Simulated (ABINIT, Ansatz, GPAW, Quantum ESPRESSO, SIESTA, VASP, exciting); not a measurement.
## Pd: 7 runs at one level of theory

```
Pd
1.0
    -0.01113    1.95522    1.94186
     1.97107    0.00634    1.92440
     1.96444    1.93112    0.01297
Pd
1
Direct
  0.02384 0.98301 0.99703
```

The given cell was strained at random by a few per cent at fixed volume.

Alike in all runs: task single point; functional PBEsol; k mesh 12 × 12 × 12; occupations fermi-dirac, width 0.05 eV; no spin polarisation; no spin-orbit coupling. Pressure is positive in compression and, in plane waves, holds the error of the finite cutoff.

```
                                                                                      program and potentials  plane-wave cutoff (eV)                                                             notes  band gap (eV)  pressure (GPa)  energy over the undisturbed cell (meV/atom)
                                                                           Quantum ESPRESSO, GBRV 1.5 PBEsol                     612                           16 valence electrons an atom on average         no gap           -2.34                                         1.87
                                                           GPAW, PAW data sets generated for this functional                     600                           16 valence electrons an atom on average         no gap           -2.40                                         1.72
                             exciting, all-electron LAPW+lo, shipped species files, valence relativity iora*                       -                                                                 -         no gap               -                                         1.80
                                                              Ansatz, all-electron LAPW, scalar-relativistic                       -                                                                 -         no gap           -2.86                                            -
                                                             ABINIT, PseudoDojo NC SR PBEsol v0.4.1 standard                    1116                           18 valence electrons an atom on average         no gap           -2.93                                            -
SIESTA, files PseudoDojo sr-pbesol-0.4.1-standard, DZP (energy shift 0.003 Ry; two zetas on semicore shells)                       -             atomic basis; 18 valence electrons an atom on average         no gap           -2.28                                         1.94
                                                                              VASP, PBE PAW files Pd, 520 eV                     520  potentials made for PBE; 10 valence electrons an atom on average         no gap           -3.14                                            -
```

None finds a gap. The pressure spans -3.14 (VASP, PBE PAW files Pd, 520 eV) to -2.28 GPa (SIESTA, files PseudoDojo sr-pbesol-0.4.1-standard, DZP (energy shift 0.003 Ry; two zetas on semicore shells)), with all-electron results at -2.86. Rows in atomic bases carry the error of their basis and grid, which can be large.

Differences between rows come from potentials, basis sets and numerical settings, since the functional is the same but for its coding. Runs on potential files found faulty are left out.
